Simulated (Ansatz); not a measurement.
**Calculated field gradients at the nuclei for TaSi2 at a changed volume**

The cell is an entry of the Crystallography Open Database (COD), relaxed with PBE at fixed cell and then changed (volume scaled by 0.96, ions relaxed).

```yaml
crystal:
  lattice:
    - [4.71925, 0.00000, 0.00000]
    - [-2.35962, 4.08699, 0.00000]
    - [0.00000, 0.00000, 6.48121]
  atoms:
    - { symbol: Ta, position: [0.50000, 0.00000, 0.00000] }
    - { symbol: Ta, position: [0.50000, 0.50000, 0.66667] }
    - { symbol: Ta, position: [0.00000, 0.50000, 0.33333] }
    - { symbol: Si, position: [0.15897, 0.31794, 0.00000] }
    - { symbol: Si, position: [0.84103, 0.15897, 0.66667] }
    - { symbol: Si, position: [0.68206, 0.84103, 0.33333] }
    - { symbol: Si, position: [0.84103, 0.68206, 0.00000] }
    - { symbol: Si, position: [0.15897, 0.84103, 0.66667] }
    - { symbol: Si, position: [0.31794, 0.15897, 0.33333] }
```

Atoms are numbered from 1 in the order listed; like atoms form one site, named after its first atom.

Method: Kohn–Sham DFT in Ansatz, PBE, plane waves and PAW, scalar-relativistic, 420 eV cutoff, Γ-centred 11×11×7 k-points, Fermi–Dirac smearing 0.05 eV.

Conventions: |V_zz| ≥ |V_yy| ≥ |V_xx|, η = (V_xx − V_yy)/V_zz, C_Q = eQV_zz/h. Directions are in the Cartesian axes of the cell vectors above, for the atom listed; none is given where the gradient is under 0.02 or η is above 0.95.

(1) Give the quadrupolar parameters of the distinct sites.

Results:

(1) 

```csv
site,first atom,first shell,V_zz (10²¹ V/m²),η,"direction of V_zz (x, y, z)"
Ta,1,"10 Si at 2.57–2.79 Å, 4 Ta at 3.20 Å",6.60,0.89,0.00 1.00 0.00
Si,4,"2 Si at 2.52 Å, 5 Ta at 2.57–2.79 Å; also 3 Si at 2.60–2.79 Å",-2.76,0.49,-0.61 0.00 0.79
```

With no gap above 0.1 eV, as in a metal, the gradients converge slowly in k; expect changes of a tenth or more on a denser mesh. Without spin–orbit coupling the gradients at and beside Ta can be off by some per cent, at some sites by more. With these PAW files V_zz is typically within 2 to 3 % of all-electron values, but misses above 10 % occur on Ta. At this changed cell the PBE pressure is 11 GPa.

The relaxation (2 steps) took 11 s of wall time (39 s of CPU time) and 0.7 GiB at its peak, on 4 threads of Intel Xeon Platinum 8488C (Sapphire Rapids) (x86_64; 16 cores open to the job, memory cap 8.0 GiB, no GPU), a shared host with a load of 0.4 a core.
